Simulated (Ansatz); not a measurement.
**Dielectric response of LiCl (001) films**

How well do thin rocksalt LiCl (001) films screen a perpendicular field?

Method: plane-wave DFT, LDA, Ansatz PAW, in Ansatz 0.2.0.

## Step 1: Starting point

The cell holds 6 atoms: 3 Li and 3 Cl. Its edges and angles: a = 3.635 Å, b = 3.635 Å, c = 23.140 Å, α = 90.0°, β = 90.0°, γ = 90.0°. It derives from LiCl (rocksalt LiCl). Vacuum lies along c.

## Step 2: Relaxation, 6 atoms, units 3

The structure is relaxed first, because levels and dipoles at a surface follow the positions of the outer atoms.

Contents of input.yaml:

```yaml
crystal:
  lattice:
    - [3.63452886, 0.0, 0.0]
    - [0.0, 3.63452886, 0.0]
    - [0.0, 0.0, 23.14]
  atoms:
    - { symbol: Li, position: [0.5, 0.5, 0.3889369058] }
    - { symbol: Cl, position: [0.0, 0.0, 0.3889369058] }
    - { symbol: Li, position: [0.0, 0.0, 0.5] }
    - { symbol: Cl, position: [0.5, 0.5, 0.5] }
    - { symbol: Li, position: [0.5, 0.5, 0.6110630942] }
    - { symbol: Cl, position: [0.0, 0.0, 0.6110630942] }
kpoints:
  mp_grid: { grid: [8, 8, 1] }
hamiltonian:
  xc: lda
scf:
  occupations: { method: fixed }
  convergence: { dr2_threshold: 1.0e-09 }
efield:
  axis: 3
  dipole_correction: true
  ramp_position: 0.97
  ramp_width: 0.06
relax:
  f_tol: 0.003
  max_steps: 100
output:
  write_potential: true
  write_density: true
  volumetric_format: npy
```

Command:

```
ansatz run input.yaml --threads 4 --pin off --max-ram 6144MiB --backend cpu --events-out ev --progress --plain --runs-dir out
```

Numbers of over 12 decimals in the logs are rounded to 6 here.

The log of the run:

```text
Engine: ansatz 0.2.0, aarch64-unknown-linux-gnu
Pseudopotentials: kind: paw
Pseudopotential: Li, paw, valence charge 3, recommended cutoff 420 eV (normal), Li.paw.azcp
Pseudopotential: Cl, paw, valence charge 7, recommended cutoff 420 eV (normal), Cl.paw.azcp
Functional definition: SPW92
  exchange = slater_x
  correlation = pw_c
Crystal: 6 atoms, lattice volume = 305.675 Å³
Basis set: ecut = 420 eV, 5933 PW (Γ)
Bands: 21, of which v1, the nominal top of the filled ones, is band 15 counted from 1 (14 counted from 0)
Symmetry: 8 space group operations
k-points: 15 of 64
Non-local potential: Li, projectors of the file, l = 0: 3, l = 1: 2, l = 2: 1
Non-local potential: Cl, projectors of the file, l = 0: 2, l = 1: 2, l = 2: 2
PAW form: soft (Blöchl's): semilocal exchange-correlation on the pseudo side does not see the compensation charge
PAW frozen core: Cl, regenerated for the run's functional, and the local potential with it (the file was generated under x = pbe(κ = 0.804, μ = 0.219515), c = pbe(β = 0.066725))
PAW one-centre angular grid: Li, 110 points (default); XC on 64 Gauss nodes
PAW one-centre angular grid: Cl, 110 points (default); XC on 64 Gauss nodes
Initial density: superposition of atomic densities (neutral atoms: chi_scale 0, normalization atom), corrected by the library's trained network
Initial wavefunctions: pseudopotential atomic-orbital guess
Functional: x = slater, c = lda
SCF iter   1: F=—  HF=-3747.822573 eV  |F-HF|=—  |Δ(HF+E_count)|=         —  Δρ=3.82e-3  dr2=3.68e-2  ethr=1.77e-3  p=0.000 e·Å  D=3.44e-14 V/Å  ΔV_dip=-0.00 eV  dr2_dipole=6.50e-11  V_vac-E_F(+/−)=6.77/6.77 eV  ⟨swp⟩=5.5  Hψ=1405  notcnv=0  defer=53
efield: sawtooth ramp at fractional position 0.9700 (set: `efield.ramp_position`, or a place that a band, a saddle search or an elastic batch's reference lends), width 0.0600; the density the first Hamiltonian is built on has a dipole p = 0.000 e·Å; the dipole correction subtracts the counter field D = 3.44e-14 V/Å, which shifts the + side's vacuum level by -0.00 eV against the − side's; the planar-averaged density in the ramp window peaks in size at 2.9e-6 e/Å³
preconditioner: auto → Resta (q_TF=auto, 1.853 Å⁻¹)  ε∞=1.8  [insulator: Δε(μ)=5.283 eV  Ē_g=11.698 eV  n_scr=32 (ndim 8)  ℏωp=10.4 eV  f_vac=0.620  ε∞_Penn≈1.8  vacuum switching on, ρ_ref=9.9e-3 e/Å³]
SCF iter   2: F=—  HF=-3747.802957 eV  |F-HF|=—  |Δ(HF+E_count)|=   1.96e-2  Δρ=1.80e-3  dr2=5.72e-3  ethr=1.23e-4  p=-0.000 e·Å  D=-2.27e-6 V/Å  ΔV_dip=0.00 eV  dr2_dipole=4.67e-11  V_vac-E_F(+/−)=6.78/6.78 eV  ⟨swp⟩=3.0  Hψ=713  notcnv=0  defer=59
density mixer auto → msr1: gapped (density of states about μ 0.00 of a free-electron gas's, 32 screened modes)
SCF iter   3: F=—  HF=-3747.799684 eV  |F-HF|=—  |Δ(HF+E_count)|=   3.27e-3  Δρ=2.55e-4  dr2=2.04e-4  ethr=1.91e-5  p=0.000 e·Å  D=2.44e-6 V/Å  ΔV_dip=-0.00 eV  dr2_dipole=4.11e-11  V_vac-E_F(+/−)=6.78/6.78 eV  ⟨swp⟩=3.0  Hψ=575  notcnv=0  defer=60
SCF iter   4: F=—  HF=-3747.799658 eV  |F-HF|=—  |Δ(HF+E_count)|=   2.59e-5  Δρ=6.12e-5  dr2=1.08e-5  ethr=6.79e-7  p=-0.000 e·Å  D=-2.25e-7 V/Å  ΔV_dip=0.00 eV  dr2_dipole=4.74e-13  V_vac-E_F(+/−)=6.77/6.77 eV  ⟨swp⟩=2.0  Hψ=455  notcnv=0  defer=59
SCF iter   5: F=—  HF=-3747.799656 eV  |F-HF|=—  |Δ(HF+E_count)|=   2.20e-6  Δρ=1.73e-5  dr2=1.63e-6  ethr=3.60e-8  p=0.000 e·Å  D=1.14e-7 V/Å  ΔV_dip=-0.00 eV  dr2_dipole=1.97e-13  V_vac-E_F(+/−)=6.78/6.78 eV  ⟨swp⟩=2.1  Hψ=428  notcnv=0  defer=57
SCF iter   6: F=—  HF=-3747.799517 eV  |F-HF|=—  |Δ(HF+E_count)|=   1.40e-4  Δρ=3.62e-6  dr2=2.61e-8  ethr=5.43e-9  p=-0.000 e·Å  D=-2.97e-8 V/Å  ΔV_dip=0.00 eV  dr2_dipole=1.99e-15  V_vac-E_F(+/−)=6.77/6.77 eV  ⟨swp⟩=2.0  Hψ=450  notcnv=0  defer=49
SCF iter   7: F=—  HF=-3747.799517 eV  |F-HF|=—  |Δ(HF+E_count)|=   1.56e-8  Δρ=6.01e-7  dr2=1.45e-9  ethr=8.68e-11  p=-0.000 e·Å  D=-7.70e-8 V/Å  ΔV_dip=0.00 eV  dr2_dipole=4.50e-14  V_vac-E_F(+/−)=6.77/6.77 eV  ⟨swp⟩=2.0  Hψ=464  notcnv=0  defer=49
SCF iter   8: F=-3747.799517 eV  HF=-3747.799517 eV  |F-HF|=6.82e-12  |Δ(HF+E_count)|=  2.34e-10  Δρ=1.13e-7  dr2=4.01e-11  ethr=3.33e-12  p=0.000 e·Å  D=2.04e-8 V/Å  ΔV_dip=-0.00 eV  dr2_dipole=6.02e-15  V_vac-E_F(+/−)=6.77/6.77 eV  ⟨swp⟩=7.3  Hψ=1577  notcnv=0
SCF 1 converged in 8 iterations: F = -3747.799517 eV  dr2 = 4.01e-11
  greatest PAW one-centre occupation: 1.000 electrons in one spin orbital (limit 2), on the Li atom at site 2 (counted from 0), in its partial waves of l = 0
relax step   1: F+E_penalty+E_count = -3747.79951667 eV  Δ(F+E_penalty+E_count) = +0.000e0 eV  max|allowed force component| = 3.756e-1 eV/Å  Δτ_max = 0.0000 Å  (8 SCF iters, accepted)
Initial density: handed on by an earlier stage of this run
Initial wavefunctions: those handed on with the density
iter 1 solved again at ethr=6.01e-5 eV; its pass at ethr=3.10e-3 eV (dr2=1.80e-2 eV) is discarded
SCF iter   1: F=—  HF=-3747.869116 eV  |F-HF|=—  |Δ(HF+E_count)|=         —  Δρ=2.22e-3  dr2=1.82e-2  ethr=6.01e-5  p=0.000 e·Å  D=2.04e-8 V/Å  ΔV_dip=-0.00 eV  dr2_dipole=3.00e-14  V_vac-E_F(+/−)=6.85/6.85 eV  ⟨swp⟩=2.4  Hψ=1514  notcnv=0  defer=55
efield: sawtooth ramp at fractional position 0.9700 (set: `efield.ramp_position`, or a place that a band, a saddle search or an elastic batch's reference lends), width 0.0600; the density the first Hamiltonian is built on has a dipole p = 0.000 e·Å; the dipole correction subtracts the counter field D = 2.04e-8 V/Å, which shifts the + side's vacuum level by -0.00 eV against the − side's; the planar-averaged density in the ramp window peaks in size at 7.6e-7 e/Å³
preconditioner: auto → Resta (q_TF=auto, 1.853 Å⁻¹)  ε∞=1.8  [insulator: Δε(μ)=5.788 eV  Ē_g=11.997 eV  n_scr=32 (ndim 8)  ℏωp=10.4 eV  f_vac=0.631  ε∞_Penn≈1.8  vacuum switching on, ρ_ref=1.0e-2 e/Å³]
SCF iter   2: F=—  HF=-3747.873320 eV  |F-HF|=—  |Δ(HF+E_count)|=   4.20e-3  Δρ=1.13e-3  dr2=4.86e-3  ethr=6.01e-5  p=-0.000 e·Å  D=-4.53e-8 V/Å  ΔV_dip=0.00 eV  dr2_dipole=7.21e-16  V_vac-E_F(+/−)=7.01/7.01 eV  ⟨swp⟩=3.3  Hψ=472  notcnv=0  defer=60  κ⁻¹=1.0e0(r=1)
density mixer auto → broyden: gapped, where msr1 would fit the directions that read negative (density of states about μ 0.00 of a free-electron gas's, 32 screened modes)
SCF iter   3: F=—  HF=-3747.877532 eV  |F-HF|=—  |Δ(HF+E_count)|=   4.21e-3  Δρ=2.61e-4  dr2=3.02e-4  ethr=1.62e-5  p=-0.000 e·Å  D=-5.13e-8 V/Å  ΔV_dip=0.00 eV  dr2_dipole=1.30e-13  V_vac-E_F(+/−)=7.17/7.17 eV  ⟨swp⟩=4.5  Hψ=560  notcnv=0  defer=60  κ⁻¹=9.3e-2(r=2)
[...]
density mixer auto → broyden: gapped, where msr1 would fit the directions that read negative (density of states about μ 0.00 of a free-electron gas's, 32 screened modes)
SCF iter   3: F=—  HF=-3747.886811 eV  |F-HF|=—  |Δ(HF+E_count)|=   3.15e-4  Δρ=4.37e-4  dr2=4.10e-4  ethr=6.23e-6  p=0.000 e·Å  D=3.03e-7 V/Å  ΔV_dip=-0.00 eV  dr2_dipole=3.57e-13  V_vac-E_F(+/−)=7.06/7.06 eV  ⟨swp⟩=3.2  Hψ=504  notcnv=0  defer=60  κ⁻¹=1.1e-2(r=2)
SCF iter   4: F=—  HF=-3747.887009 eV  |F-HF|=—  |Δ(HF+E_count)|=   1.99e-4  Δρ=7.54e-5  dr2=1.40e-5  ethr=1.37e-6  p=-0.000 e·Å  D=-1.99e-8 V/Å  ΔV_dip=0.00 eV  dr2_dipole=4.11e-14  V_vac-E_F(+/−)=7.07/7.07 eV  ⟨swp⟩=3.6  Hψ=500  notcnv=0  defer=60  κ⁻¹=3.4e-4(r=3)
SCF iter   5: F=—  HF=-3747.887021 eV  |F-HF|=—  |Δ(HF+E_count)|=   1.17e-5  Δρ=2.09e-5  dr2=1.16e-6  ethr=4.66e-8  p=0.000 e·Å  D=6.78e-8 V/Å  ΔV_dip=-0.00 eV  dr2_dipole=5.96e-15  V_vac-E_F(+/−)=7.08/7.08 eV  ⟨swp⟩=2.2  Hψ=418  notcnv=0  defer=60  κ⁻¹=3.3e-5(r=4)
SCF iter   6: F=—  HF=-3747.886879 eV  |F-HF|=—  |Δ(HF+E_count)|=   1.42e-4  Δρ=4.19e-6  dr2=3.14e-8  ethr=3.88e-9  p=0.000 e·Å  D=3.92e-8 V/Å  ΔV_dip=-0.00 eV  dr2_dipole=3.21e-17  V_vac-E_F(+/−)=7.08/7.08 eV  ⟨swp⟩=2.6  Hψ=491  notcnv=0  defer=53  κ⁻¹=4.2e-7(r=5)
SCF iter   7: F=—  HF=-3747.886879 eV  |F-HF|=—  |Δ(HF+E_count)|=   4.78e-8  Δρ=6.93e-7  dr2=1.05e-9  ethr=1.05e-10  p=0.000 e·Å  D=3.31e-8 V/Å  ΔV_dip=-0.00 eV  dr2_dipole=8.13e-15  V_vac-E_F(+/−)=7.08/7.08 eV  ⟨swp⟩=2.1  Hψ=467  notcnv=0  defer=53  κ⁻¹=1.7e-8(r=6)
SCF iter   8: F=-3747.886879 eV  HF=-3747.886879 eV  |F-HF|=3.18e-11  |Δ(HF+E_count)|=  8.67e-10  Δρ=2.24e-7  dr2=1.15e-10  ethr=3.33e-12  p=0.000 e·Å  D=7.11e-8 V/Å  ΔV_dip=-0.00 eV  dr2_dipole=9.60e-16  V_vac-E_F(+/−)=7.08/7.08 eV  ⟨swp⟩=7.6  Hψ=1649  notcnv=0
SCF 3 converged in 8 iterations: F = -3747.886879 eV  dr2 = 1.15e-10
relax step   3: F+E_penalty+E_count = -3747.88687868 eV  Δ(F+E_penalty+E_count) = -9.256e-3 eV  max|allowed force component| = 8.826e-2 eV/Å  Δτ_max = 0.1177 Å  (8 SCF iters, accepted)
[...]
relax step   4: F+E_penalty+E_count = -3747.89086645 eV  Δ(F+E_penalty+E_count) = -3.988e-3 eV  max|allowed force component| = 2.834e-3 eV/Å  Δτ_max = 0.0382 Å  (7 SCF iters, accepted)
SCF iter   1: F=—  HF=-3747.891017 eV  |F-HF|=—  |Δ(HF+E_count)|=         —  Δρ=3.81e-5  dr2=1.19e-5  ethr=6.12e-7  p=-0.000 e·Å  D=-2.90e-9 V/Å  ΔV_dip=0.00 eV  dr2_dipole=8.68e-15  V_vac-E_F(+/−)=7.14/7.14 eV  ⟨swp⟩=2.1  Hψ=722  notcnv=0  defer=60
efield: sawtooth ramp at fractional position 0.9700 (set: `efield.ramp_position`, or a place that a band, a saddle search or an elastic batch's reference lends), width 0.0600; the density the first Hamiltonian is built on has a dipole p = -0.000 e·Å; the dipole correction subtracts the counter field D = -2.90e-9 V/Å, which shifts the + side's vacuum level by +0.00 eV against the − side's; the planar-averaged density in the ramp window peaks in size at 1.0e-6 e/Å³
preconditioner: auto → Resta (q_TF=auto, 1.853 Å⁻¹)  ε∞=1.8  [insulator: Δε(μ)=5.664 eV  Ē_g=12.008 eV  n_scr=32 (ndim 8)  ℏωp=10.4 eV  f_vac=0.631  ε∞_Penn≈1.8  vacuum switching on, ρ_ref=1.0e-2 e/Å³]
SCF iter   2: F=—  HF=-3747.891014 eV  |F-HF|=—  |Δ(HF+E_count)|=   3.32e-6  Δρ=1.66e-5  dr2=5.56e-7  ethr=3.97e-8  p=-0.000 e·Å  D=-3.24e-8 V/Å  ΔV_dip=0.00 eV  dr2_dipole=1.37e-15  V_vac-E_F(+/−)=7.14/7.14 eV  ⟨swp⟩=2.1  Hψ=539  notcnv=0  defer=30  κ⁻¹=1.0e0(r=1)
density mixer auto → broyden: gapped, where msr1 would fit the directions that read negative (density of states about μ 0.00 of a free-electron gas's, 32 screened modes)
SCF iter   3: F=—  HF=-3747.890875 eV  |F-HF|=—  |Δ(HF+E_count)|=   1.39e-4  Δρ=7.84e-6  dr2=1.45e-7  ethr=1.85e-9  p=-0.000 e·Å  D=-2.09e-8 V/Å  ΔV_dip=0.00 eV  dr2_dipole=3.62e-16  V_vac-E_F(+/−)=7.14/7.14 eV  ⟨swp⟩=2.3  Hψ=453  notcnv=0  defer=20  κ⁻¹=1.5e-2(r=2)
SCF iter   4: F=—  HF=-3747.890875 eV  |F-HF|=—  |Δ(HF+E_count)|=   7.62e-8  Δρ=1.08e-6  dr2=4.59e-9  ethr=4.83e-10  p=-0.000 e·Å  D=-3.20e-8 V/Å  ΔV_dip=0.00 eV  dr2_dipole=3.17e-16  V_vac-E_F(+/−)=7.14/7.14 eV  ⟨swp⟩=2.5  Hψ=466  notcnv=0  defer=20  κ⁻¹=4.5e-4(r=3)
SCF iter   5: F=-3747.890875 eV  HF=-3747.890875 eV  |F-HF|=2.51e-10  |Δ(HF+E_count)|=   2.17e-9  Δρ=3.30e-7  dr2=3.57e-10  ethr=3.33e-12  p=-0.000 e·Å  D=-2.28e-8 V/Å  ΔV_dip=0.00 eV  dr2_dipole=8.89e-15  V_vac-E_F(+/−)=7.14/7.14 eV  ⟨swp⟩=8.4  Hψ=1704  notcnv=0
SCF 5 converged in 5 iterations: F = -3747.890875 eV  dr2 = 3.57e-10
relax step   5: F+E_penalty+E_count = -3747.89087521 eV  Δ(F+E_penalty+E_count) = -8.762e-6 eV  max|allowed force component| = 2.775e-5 eV/Å  Δτ_max = 0.0017 Å  (5 SCF iters, accepted)
NSCF: frozen V_eff on 15 k-points
the band table was solved once a step of the walk had ended and its energy, with any forces and stress, was formed, with the checks that follow a solve (2603 applications of the Hamiltonian). They found nothing against the state; the energy, forces and stress were not computed again (output.eigenvalues in the input reference)
SCF converged after 5 iterations
Stability not checked: this state was not tested for a lower state beside it, because the mixer in use, unlike msr1, does not test its closes by its own steps (another_mixer; see scf.mixing.algorithm and scf.lower_state_search)
Free energy (F): -3747.890875 eV
Harris-Foulkes:  -3747.890875 eV  (|F-HF|=2.51e-10)
Internal energy: -3747.890875 eV  (E = F + TS)
E sigma→0 (E₀):  -3747.890875 eV
Fermi energy:    -4.282160 eV
Dipole field:    D = 0.000000 V/Å  (p = 0.000000 e·Å, saw-weighted, corrected)
Work function:   Φ+ = 7.1375 eV   Φ− = 7.1375 eV
Levels:          The Fermi level and band energies are counted from a zero that moves with the ramp; work functions are not
--- Per-component energies (eV) ---
  E_band       = -480.674381
  E_kinetic    = 549.269674
  E_local      = -12477.492012  (includes V_loc(G=0)·N_el)
  E_nonlocal   = -8.469192
  E_hartree    = 5946.111123
  E_xc         = -350.381034
  E_vxc        = -406.934134  (∫ρ·V_xc dr)
  E_paw        = -1931.469997  (= ΣΔE_a)
  E_vpaw       = -29.270699  (= ΣTr[D̂ρ^β])
  E_aug_tail   = 0.000330  (compensation charges beyond the density's cutoff)
  E_efield     = 0.000000  (sawtooth field / dipole correction)
  E_vefield    = 0.000000  (∫n·V_field dr)
  E_ewald      = 4523.968757
  E_core_change = 0.571475  (= ΣΔE_core)
  E_smearing   = -0.000000  (= −TS)
  E_closure    = -0.000000  (closes the sum)
  Σ components = -3747.890875   (vs F -3747.890875, Δ=0.00e0)
--- Forces (eV/Å), atoms counted from 1 ---
  atom   1  Li    -0.00000000     0.00000000     0.00002611
  atom   2  Cl     0.00000000     0.00000000    -0.00002775
  atom   3  Li    -0.00000000     0.00000000     0.00000006
  atom   4  Cl    -0.00000000     0.00000000    -0.00000009
  atom   5  Li    -0.00000000     0.00000000    -0.00002598
  atom   6  Cl    -0.00000000     0.00000000     0.00002763
  max |Σ_I F_I| component: 1.64e-8 eV/Å
--- Band table (eV; the first three rows and the last of 15) ---
  k-point 0: bands = [... 11 lower, -4.6755, -4.6255, -4.3128, -4.3128, 1.3847, 1.6851, 2.8781, 3.3663, ... 2 higher]
  k-point 1: bands = [... 11 lower, -4.6282, -4.5783, -4.4738, -4.2997, 1.6557, 1.8059, 3.0608, 3.5108, ... 2 higher]
  k-point 2: bands = [... 11 lower, -4.7387, -4.5450, -4.5091, -4.2822, 2.0691, 2.2504, 3.1734, 3.6099, ... 2 higher]
  k-point 14: bands = [... 11 lower, -5.5456, -5.5456, -4.9102, -4.8774, 3.3391, 3.6064, 4.2196, 4.2373, ... 2 higher]
--- Relaxed structure (5 steps of the walk, 5 accepted, 0 SCFs on fresh bases) ---
  F+E_penalty+E_count = -3747.89087521 eV   max|allowed force component| = 2.775e-5 eV/Å
  atoms:
    - { symbol: Li, position: [0.5, 0.5, 0.398722] }
    - { symbol: Cl, position: [0, 0.0, 0.393193] }
    - { symbol: Li, position: [0, 0.0, 0.500000] }
    - { symbol: Cl, position: [0.5, 0.5, 0.500000] }
    - { symbol: Li, position: [0.5, 0.5, 0.601278] }
    - { symbol: Cl, position: [0, 0.0, 0.606807] }
```

The job ended after 7.7 s (4 threads of Arm Neoverse V2, shared host; peak memory 0.5 GiB; 28 s of CPU time).

The steps of the relaxation:

```
step  energy less that of the first step (eV)  largest force component (eV/Å)
   1                                   0.0000                          0.3756
   2                                  -0.0781                          0.1451
   3                                  -0.0874                          0.0883
   4                                  -0.0913                          0.0028
   5                                  -0.0914                          0.0000
```

Forces are held to the 8 operations that the run works with; a distortion that breaks them can't arise in this run.

The atoms that moved most (Å):

```
atom     dx     dy      dz  length
 Li1  0.000  0.000   0.226   0.226
 Li5  0.000  0.000  -0.226   0.226
 Cl2  0.000  0.000   0.098   0.098
 Cl6  0.000  0.000  -0.098   0.098
```

The relaxed structure:

```xyz
6
Lattice="3.6345 0.0000 0.0000 0.0000 3.6345 0.0000 0.0000 0.0000 23.1400" Properties=species:S:1:pos:R:3
Li    1.8173    1.8173    9.2264
Cl    0.0000    0.0000    9.0985
Li    0.0000    0.0000   11.5700
Cl    1.8173    1.8173   11.5700
Li    1.8173    1.8173   13.9136
Cl    0.0000    0.0000   14.0415
```

Numbers from this step:

- gap on the k-mesh: 5.667 eV
- dipole along the normal: 1.35e-7 e·Å
- ionisation energy, upper face: 7.138 eV
- electron affinity, upper face: 1.471 eV

Running mean over 2.57 Å of the planar mean; the ramp of the sawtooth is left out. Electron's electrostatic potential energy less the highest filled level against z:

```
z (Å)  electron's electrostatic potential energy less the highest filled level (eV)
    4                                                                          7.14
    5                                                                          7.14
    6                                                                          7.12
    7                                                                          6.77
    8                                                                          3.08
    9                                                                         0.692
   10                                                                        0.0773
   11                                                                         0.274
   12                                                                         0.372
   13                                                                       -0.0307
   14                                                                         0.631
   15                                                                          2.42
   16                                                                          6.56
   17                                                                          7.11
   18                                                                          7.14
   19                                                                          7.14
   20                                                                          7.14
```

The relaxation took 5 steps and lowered the energy by 0.091 eV; the largest force on the free atoms ends at 2.8e-5 eV/Å.

The gap is 5.67 eV, with the valence edge 7.14 eV and the conduction edge 1.47 eV under the upper vacuum level.

(Continued in part 2 of 5.)

[Logs are printed without paths, hosts, clocks, repeated set-up lines and the standing remarks that a program may print on its own settings, such as how far it seeks lower states.]

[Hosts, paths, dates, database ids (printed as entryN), source tags and the programs' standing remarks are cut or masked in the printed files.]

[Maps of the electrostatic potential energy from Ansatz leave out the sawtooth potential of an applied field or a dipole correction, so their vacuum need not be flat; planar profiles and work functions include it.]
